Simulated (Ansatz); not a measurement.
# InAs: the cost of one run

Program: Ansatz 0.2.0. Level of theory: DFT PBE, scalar-relativistic, plane waves, PAW. These are calculated values, not measurements.

### 1 Starting point

The structure is cubic, space group F-43m (No. 216). Conventional cell: a = 6.107 Å, b = 6.107 Å, c = 6.107 Å, α = 90.00°, β = 90.00°, γ = 90.00°. In (site symmetry -43m) has 4 As at 2.64 Å as nearest neighbours. As (site symmetry -43m) has 4 In at 2.64 Å as nearest neighbours.

Structure file:

```xyz
2
Lattice="0.0000 3.0536 3.0536 3.0536 0.0000 3.0536 3.0536 3.0536 0.0000" Properties=species:S:1:pos:R:3 pbc="T T T"
In    4.5803    4.5803    4.5803
As    0.0000    0.0000    0.0000
```

Source of the structure: the Materials Project (structure only).

(A quick probe on a coarse mesh, which set the mesh and smearing, is not shown.)

### 3 Relaxing cell and atoms

input.yaml

```yaml
crystal:
  lattice:
    - [0.0, 3.0535616558, 3.0535616558]
    - [3.0535616558, 0.0, 3.0535616558]
    - [3.0535616558, 3.0535616558, 0.0]
  atoms:
    - { symbol: In, position: [0.75, 0.75, 0.75] }
    - { symbol: As, position: [0.0, 0.0, 0.0] }
basis:
  ecutwfc: 420
kpoints:
  mp_grid: { grid: [12, 12, 12] }
hamiltonian:
  xc: pbe
scf:
  occupations: { method: gaussian, width: 0.1 }
output:
  forces: true
  stress: true
  eigenvalues: true
  write_density: true
  write_potential: true
  elf: true
  volumetric_format: npy
relax:
  adjacent_minimum: "off"
  f_tol: 0.005
  max_steps: 80
  cell: { stress_tol: 0.05 }
```

Run with:

```console
> ansatz run input.yaml --threads 1 --pin off --max-ram 2560MiB --backend cpu --events-out ev --progress --plain --runs-dir out
```

Q: Estimate wall time and peak memory on 1 thread of AMD EPYC 7R13 (Zen 3), shared host.

About 20 s, with a peak of 0.47 GiB.
